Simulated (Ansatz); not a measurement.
# TiAl: the cost of one run

Computed with Ansatz 0.2.0 (DFT PBEsol, scalar-relativistic, plane waves, PAW, unless a step's input says otherwise).

2 further runs of the same task are left out: 2 set aside as unsound or not needed. Runs told in other sessions of the task aren't counted.

### 1 Starting point

The structure is tetragonal, space group P4/mmm (No. 123). The conventional cell has a = 2.795 Å, b = 2.795 Å, c = 4.039 Å, α = 90.00°, β = 90.00°, γ = 90.00°. Ti (site symmetry 4/mmm) has 4 Ti at 2.80 Å and 8 Al at 2.83 Å in its first shell of neighbours. Al (site symmetry 4/mmm) is surrounded by 4 Al at 2.80 Å and 8 Ti at 2.83 Å.

Structure file:

```
CELL_PARAMETERS angstrom
2.79516 0.00000 0.00000
0.00000 2.79516 0.00000
0.00000 0.00000 4.03874
ATOMIC_POSITIONS crystal
Ti 0.00000 0.00000 0.00000
Al 0.50000 0.50000 0.50000
```

This cell was relaxed beforehand with the same method: volume 15.78 Å³/atom, gap on the mesh none (metal).

### 2 The reference cell

Reference values: F = -2999.2758 eV; pressure 0.01 GPa; largest force 0.000 eV/Å; gap on the mesh none (metal). It was computed beforehand with the settings of the runs below.

### 3 The scan: shifting one sublattice

Every Al atom is moved by x along the Cartesian unit vector (0.577, 0.577, 0.577); the cell and all other atoms stay fixed. Forces below are components along that vector, summed over the moved atoms.

### 4 Point x = -0.100 Å

Input file input.yaml:

```yaml
crystal:
  lattice:
    - [2.7951585985, 0.0, 0.0]
    - [0.0, 2.7951585985, 0.0]
    - [0.0, 0.0, 4.0387404752]
  atoms:
    - { symbol: Ti, position: [0.0, 0.0, 0.0] }
    - { symbol: Al, position: [0.4793446329, 0.4793446329, 0.485704695] }
basis:
  ecutwfc: 420
kpoints:
  mp_grid: { grid: [22, 22, 16] }
hamiltonian:
  xc: pbesol
scf:
  occupations: { method: gaussian, width: 0.15 }
output:
  forces: true
  stress: true
  eigenvalues: true
```

Command:

```
$ ansatz run input.yaml --threads 1 --pin off --max-ram 2560MiB --backend cpu --events-out ev --progress --plain --runs-dir out
```

**Question.** How long does this run take on 1 thread of Intel Xeon Platinum 8375C at 2.90GHz (Ice Lake), shared host, and how much memory does it need?

About 72 s, with a peak of 1.2 GiB.
